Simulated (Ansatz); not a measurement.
# Rb: the cost of one run

Program: Ansatz 0.2.0. Level of theory: DFT PBEsol, scalar-relativistic, plane waves, PAW. These are calculated values, not measurements.

2 further runs of the same task are left out: 2 set aside as unsound or not needed. Runs told in other sessions of the task aren't counted.

## Step 1: The system as given

Symmetry: Cmcm, No. 63, orthorhombic system. The conventional cell has a = 4.695 Å, b = 15.676 Å, c = 4.839 Å, α = 90.00°, β = 90.00°, γ = 90.00°.

As a file:

```cif
data_structure
_symmetry_space_group_name_H-M 'P 1'
_symmetry_Int_Tables_number 1
_cell_length_a 4.8387
_cell_length_b 4.6950
_cell_length_c 15.6762
_cell_angle_alpha 90.000
_cell_angle_beta 90.000
_cell_angle_gamma 90.000
_cell_volume 356.12
loop_
_atom_site_label
_atom_site_type_symbol
_atom_site_fract_x
_atom_site_fract_y
_atom_site_fract_z
_atom_site_occupancy
Rb1 Rb 0.25039 0.25000 0.88139 1
Rb2 Rb 0.24961 0.75000 0.38139 1
Rb3 Rb 0.75039 0.25000 0.61861 1
Rb4 Rb 0.74961 0.75000 0.11861 1
```

It is the result of an earlier relaxation at this level (volume 89.03 Å³/atom; gap on the mesh: none (metal)).

## Step 2: Static run: bands, density of states and charges

input.yaml reads:

```yaml
crystal:
  lattice:
    - [4.8386711036, 0.0, 0.0]
    - [0.0, 4.6949864739, 0.0]
    - [0.0, 0.0, 15.6762116866]
  atoms:
    - { symbol: Rb, position: [0.2503903452, 0.25, 0.8813886927] }
    - { symbol: Rb, position: [0.2496096548, 0.75, 0.3813886927] }
    - { symbol: Rb, position: [0.7503903452, 0.25, 0.6186113073] }
    - { symbol: Rb, position: [0.7496096548, 0.75, 0.1186113073] }
basis:
  ecutwfc: 420
kpoints:
  mp_grid: { grid: [8, 10, 4] }
  band_path:
    path:
      - [[0.0, 0.0, 0.0], [0.5, 0.0, 0.0], [0.5, 0.5, 0.0], [0.0, 0.5, 0.0], [0.0, 0.0, 0.0], [0.0, 0.0, 0.5], [0.5, 0.0, 0.5], [0.5, 0.5, 0.5], [0.0, 0.5, 0.5], [0.0, 0.0, 0.5]]
      - [[0.5, 0.0, 0.0], [0.5, 0.0, 0.5]]
      - [[0.0, 0.5, 0.0], [0.0, 0.5, 0.5]]
      - [[0.5, 0.5, 0.0], [0.5, 0.5, 0.5]]
    npoints: 14
hamiltonian:
  xc: pbesol
scf:
  occupations: { method: gaussian, width: 0.1 }
  n_extra_bands: 10
output:
  forces: true
  stress: true
  eigenvalues: true
  populations: true
  dos: { projected: true, de: 0.02, nscf_kmesh: { grid: [12, 15, 6] } }
  bader: true
  write_density: true
  write_potential: true
  elf: true
  volumetric_format: npy
```

Run with:

```sh
ansatz run input.yaml --threads 1 --pin off --max-ram 2560MiB --backend cpu --events-out ev --progress --plain --runs-dir out
```

What time and memory should one allow on 1 thread of Arm Neoverse V1, shared host?

About 2.9 min, with a peak of 1.5 GiB.
